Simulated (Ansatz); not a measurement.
Random displacements in AlN

The calculation used DFT r2SCAN, scalar-relativistic, plane waves, PAW (Ansatz 0.2.0). Settings: plane waves to 500 eV, k-mesh 6×6×6 (Γ-centred), Gaussian smearing 0.05 eV. No spin polarisation. Energies are free energies at this smearing, counted from the undisturbed cell; pressure is positive in compression.

The starting cell (as given, not relaxed at this level; this zinc-blende form isn't the usual structure):

```yaml
crystal:
  lattice:
    - [4.36799, 0.00000, 0.00000]
    - [0.00000, -4.36799, 0.00000]
    - [0.00000, 0.00000, -4.36799]
  atoms:
    - { symbol: Al, position: [0.00000, 0.50000, 0.50000] }
    - { symbol: Al, position: [0.50000, 0.00000, 0.50000] }
    - { symbol: Al, position: [0.50000, 0.50000, 0.00000] }
    - { symbol: Al, position: [0.00000, 0.00000, 0.00000] }
    - { symbol: N, position: [0.75000, 0.75000, 0.75000] }
    - { symbol: N, position: [0.25000, 0.25000, 0.75000] }
    - { symbol: N, position: [0.25000, 0.75000, 0.25000] }
    - { symbol: N, position: [0.75000, 0.25000, 0.25000] }
```

The atoms are displaced (Å, in the unstrained cell):

```csv
atom,ux,uy,uz
Al1,0.214,-0.281,-0.061
Al2,-0.412,0.183,-0.280
Al3,-0.280,0.216,0.333
Al4,0.383,-0.222,0.123
N5,-0.275,0.209,-0.320
N6,-0.185,-0.064,-0.111
N7,0.391,0.002,0.545
N8,0.165,-0.044,-0.227
```

The cell is not strained.

What are the energy change, the stress and the forces?

ΔE = 2475.5 meV/atom; stress (xx, yy, zz, yz, xz, xy; compression positive) (40.37, 80.33, 45.39, -13.12, 9.84, -44.10) GPa.
```tsv
atom	Fx (eV/Å)	Fy	Fz
Al1	-5.51	2.59	2.24
Al2	6.35	-0.25	4.56
Al3	13.71	-3.21	-9.46
Al4	-16.75	18.41	-19.38
N5	5.97	-6.54	5.18
N6	-0.38	-6.27	23.24
N7	-3.51	-5.53	-7.40
N8	0.12	0.80	1.03
```

Cost: 1 run of about 1.7 core-minutes, on Intel Xeon Processor @ 2.50GHz (Skylake/Cascade Lake) (shared hosts).